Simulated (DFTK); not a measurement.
# V under changes of volume

One of the cells (13.891 Å³/atom); the others are scaled copies at fixed shape and fractional positions:

```
CELL_PARAMETERS angstrom
-1.51435 1.51435 1.51435
1.51435 -1.51435 1.51435
1.51435 1.51435 -1.51435
ATOMIC_POSITIONS crystal
V 0.00000 0.00000 0.00000
```

| Item | Value |
| --- | --- |
| Program | DFTK 0.8.2 |
| Functional | r2SCAN |
| Potentials or basis | SG15 1.2 (PBE) |
| Cutoff | 1225 eV |
| k mesh | 7 × 7 × 7 |
| Occupations | fermi-dirac, width 0.05 eV |
| Spin | collinear spin, ferromagnetic start |
| Starting moments | [2.0] μB |

```csv
volume (Å³/atom),energy over the lowest point (meV/atom),pressure (GPa),moment (μB per cell)
13.058,3.68,4.1,0.37
13.336,0.00,-0.1,0.40
13.613,2.73,-2.8,0.56
13.891,9.12,-5.7,0.64
14.169,20.74,-8.8,0.66
14.447,?,?,?
14.725,60.60,-14.5,0.68
```

**Question.** What does the run at 14.447 Å³/atom give?

**Answer.** Energy over the lowest point 38.10 meV/atom; pressure -11.8 GPa; moment 0.67 μB per cell.

Worked out: A Birch-Murnaghan fit of order 3 (a polynomial in V^(-2/3)) to the other rows has its minimum at 13.37 Å³/atom with B0 = V·E''(V) = 134 GPa (rough, since the energies scatter). It gives 38.14 meV/atom at 14.447 Å³/atom, against the run's 38.10, and -dE/dV = -11.4 GPa, against -11.8. The moment follows no smooth curve through the other rows.

Energies are extrapolated to zero smearing.

Caveats: all runs use coarse meshes; the potentials were made for another functional, which shifts forces and pressure.
